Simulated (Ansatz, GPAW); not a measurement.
Given: the input of a run of Ansatz 0.2.0 on Au (Gold). 

Contents of input.yaml:

```yaml
crystal:
  lattice:
    - [0.0, 2.035, 2.035]
    - [2.035, 0.0, 2.035]
    - [2.035, 2.035, 0.0]
  atoms:
    - { symbol: Au, position: [0.0, 0.0, 0.0] }
hamiltonian:
  xc: pbe
  pseudopotentials: { kind: paw }
kpoints:
  mp_grid: { grid: [11, 11, 11] }
scf:
  occupations: { method: gaussian, width: 0.016 }
output:
  forces: true
  stress: true
  eigenvalues: true
  write_density: true
  write_potential: true
  elf: true
  volumetric_format: npy
```

Potentials or basis: Ansatz PAW.

Run with:

```bash
$ ansatz run input.yaml --threads 2 --pin off --max-ram 5632MiB --backend cpu --events-out ev --progress --plain --runs-dir out
```

What does the same run look like in GPAW 26.7.0 (ASE script)? Potentials or basis there: GPAW PAW data sets (gpaw-data 1.2.1), cutoff 600 eV.

As run (cutoffs and basis follow the program's own potentials, and thresholds, step limits or extra output files can differ):

run.py

```python
from ase import Atoms
from ase.dft.bandgap import bandgap
from ase.io import write
from ase.units import Bohr, GPa
from gpaw import GPAW, PW
from gpaw.elf import elf_from_dft_calculation

atoms = Atoms(['Au'],
              cell=[[0.0, 2.035, 2.035],
                    [2.035, 0.0, 2.035],
                    [2.035, 2.035, 0.0]],
              scaled_positions=[[0.0, 0.0, 0.0]],
              pbc=True)

calc = GPAW(mode=PW(600),
            xc='PBE',
            kpts={'size': (11, 11, 11), 'gamma': True},
            occupations={'name': 'methfessel-paxton', 'order': 0, 'width': 0.016},
            nbands=14,
            convergence={'density': 1e-05, 'energy': 1e-05},
            maxiter=150,
            txt='gpaw.txt')
atoms.calc = calc
energy = atoms.get_potential_energy()
forces = atoms.get_forces()
stress = atoms.get_stress()
calc.write('gs.gpw')
write('result.traj', atoms)
print(f'Energy: {energy:.6f} eV')
print('Forces (eV/A):')
print(forces.round(4))
print('Stress (GPa):', (stress / GPa).round(3))
print('Fermi level:', round(calc.get_fermi_level(), 4), 'eV')
print(f'Gap: {bandgap(calc)[0]:.4f} eV, direct: {bandgap(calc, direct=True)[0]:.4f} eV')

# fields on the real-space grid
write('density.cube', atoms, data=calc.get_pseudo_density() * Bohr**3)
write('potential.cube', atoms, data=calc.get_electrostatic_potential())
write('elf.cube', atoms, data=elf_from_dft_calculation(calc).data)
```

Potentials or basis: GPAW PAW data sets (gpaw-data 1.2.1), pw.

Run with:

```console
$ OMP_NUM_THREADS=1 python run.py
```

Both were run:

|  | Ansatz | GPAW |
| --- | --- | --- |
| Pressure | 10.8 GPa | 13.4 GPa |

Ansatz's pressure holds a Pulay term of +0.06 GPa for its cutoff of 420 eV, which the other run lacks.

The potentials hold 19 and 11 valence electrons a cell.

Where Ansatz's input types no cutoff or centring, it takes its own default and a Γ-centred mesh.

The two runs disagree by more than potentials and bases usually give (in gap, levels, pressure or energy); the cause wasn't traced.

The cell lies far from this level's equilibrium.

Pressure is positive in compression.
